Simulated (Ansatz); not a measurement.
# Ir in Ansatz: the effect of functional

The system is Ir.

```
CELL_PARAMETERS angstrom
2.76960 0.00000 0.00000
-1.38480 2.39854 0.00000
0.00000 0.00000 4.49184
ATOMIC_POSITIONS crystal
Ir 0.33333 0.66667 0.25000
Ir 0.66667 0.33333 0.75000
```

This isn't the form of Ir at room conditions, which is fcc.

The cell isn't the ideal one: volume scaled by 1.02.

Alike in all runs:

```yaml
Program: Ansatz 0.2.0
Task: single point
Potentials_or_basis: Ansatz PAW
k_mesh: 11 × 11 × 6
Occupations: fermi-dirac, width 0.05 eV
Spin: no spin polarisation
```

| functional | cutoff | pressure (GPa) |
| --- | --- | --- |
| LDA | 420 eV (not typed: the program's choice for these potentials) | ? |
| PBEsol | 420 eV (not typed: the program's choice for these potentials) | -18.3 |
| r2SCAN | 500 eV (not typed: the program's choice for these potentials) | -14.8 |

**Question.** What does the run with functional LDA give?

**Answer.** Pressure -23.6 GPa.

Caveats: the PAW data sets come from PBE, with cores solved anew for the run's functional, which leaves a small shift of forces and pressure.
